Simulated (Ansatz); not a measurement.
## Notes on Mg3Sb2

```
CELL_PARAMETERS angstrom
2.29042 3.96712 0.00000
-2.29042 3.96712 0.00000
0.00000 0.00000 7.24139
ATOMIC_POSITIONS crystal
Mg 0.00000 0.00000 0.00000
Sb 0.33330 0.33340 0.23500
Sb 0.66670 0.66660 0.76500
Mg 0.33330 0.33340 0.63000
Mg 0.66670 0.66660 0.37000
```

Single point in Ansatz 0.2.0 with PBE, no spin polarisation. Cutoff 420 eV, PAW datasets, 9×9×5 Γ-centred k mesh, fermi-dirac filling (width 0.1 eV).

Task: What is the formation energy?

Result: -0.37 eV an atom against the elements' usual phases (free molecules for gases, crystals otherwise, with no correction for O₂ or N₂), so it is bound against them; other compounds may still compete. Relaxing would lower it.

Task: What does the stress say?

Result: The pressure is 1.0 GPa (compression positive), so with the atoms held at these fractions the cell would first expand.

Task: Is there a gap, and of what kind?

Result: The gap is 0.27 eV, indirect (the least direct gap found is 1.17 eV). A semilocal functional usually gives too small a gap.

Task: Describe some of the short contacts.

Result: Sb–Mg at 2.82 Å: least valence density 0.18 e/Å³ and ELF 0.10 there, a closed-shell (ionic or weak) contact. Mg–Mg at 3.25 Å: least valence density 0.10 e/Å³ and ELF 0.37 there. Both are smooth PAW fields, read partly inside the augmentation spheres.

Task: Which element gives electrons and which takes them?

Result: Bader charges in e: Mg +1.49, Sb -2.24. In the mean Mg gives up most and Sb takes most.

Task: Which atom feels the largest force, and which way?

Result: The largest is on Sb3 (and as large on other atoms): 0.48 eV/Å, components (0.00, 0.00, 0.48). It makes 110° with the line to a nearest neighbour, Mg4 at 2.82 Å.

Origin: a database entry at a rescaled volume. Caveats: no spin-orbit coupling, which can shift this gap by tenths of an eV; the gap is not wide against the smearing.
